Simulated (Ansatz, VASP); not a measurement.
Given: the input of a run of Ansatz 0.2.0 on AgI.

The input input.yaml:

```yaml
crystal:
  lattice:
    - [0.0, 3.2579343995, 3.2579343995]
    - [3.2579343995, 0.0, 3.2579343995]
    - [3.2579343995, 3.2579343995, 0.0]
  atoms:
    - { symbol: I, position: [0.75, 0.75, 0.75] }
    - { symbol: Ag, position: [0.0, 0.0, 0.0] }
hamiltonian:
  xc: pbe
  pseudopotentials: { kind: paw }
kpoints:
  mp_grid: { grid: [7, 7, 7] }
scf:
  occupations: { method: fermi_dirac, width: 0.05 }
output:
  forces: true
  stress: true
  eigenvalues: true
```

Potentials or basis: Ansatz PAW.

The run is started by

```bash
$ ansatz run input.yaml --threads 2 --pin off --max-ram 5120MiB --backend cpu --events-out ev --progress --plain --runs-dir out
```

Problem. Set up the same calculation for VASP 6.6.1. Potentials there: VASP PAW PBE potentials, release 64 (I, Ag).

Solution. As run (the cutoff follows the program's own potentials):

The input INCAR:

```
SYSTEM = AgI
ALGO = Normal
EDIFF = 1E-7
ENCUT = 520
GGA = PE
ISIF = 2
ISMEAR = -1
LASPH = .True.
LCHARG = .False.
LREAL = .False.
LWAVE = .False.
NBANDS = 16
NELM = 80
PREC = Accurate
SIGMA = 0.05
```

The input KPOINTS:

```
k-points
0
Gamma
  7 7 7
  0 0 0
```

File POSCAR:

```
AgI
1.0
    0.0000000000      3.2579343995      3.2579343995
    3.2579343995      0.0000000000      3.2579343995
    3.2579343995      3.2579343995      0.0000000000
I Ag
1 1
Direct
    0.7500000000      0.7500000000      0.7500000000
    0.0000000000      0.0000000000      0.0000000000
```

Potentials or basis: VASP PAW PBE potentials, release 64 (I, Ag).

The run is started by

```console
$ cat potpaw_PBE.64/I/POTCAR potpaw_PBE.64/Ag/POTCAR > POTCAR
$ mpirun -np 1 vasp_std > vasp.out
```

Both were run:

|  | VASP | Ansatz | Ansatz less VASP |
| --- | --- | --- | --- |
| gap on the k mesh at the Fermi level (eV) | 1.34 | 1.34 | -0.003 |
| least direct gap on the mesh (eV) | 1.34 | 1.34 | -0.003 |
| pressure (GPa) | 1.5 | 1.5 | +0.07 |

The two sets of potentials don't hold the same shells in valence.

Caveats: spin-orbit coupling is left out, which moves the levels of the heavy elements; odd divisions of the mesh miss points on the zone boundary, where band edges often lie, so the gap on the mesh can be too wide (Ansatz).
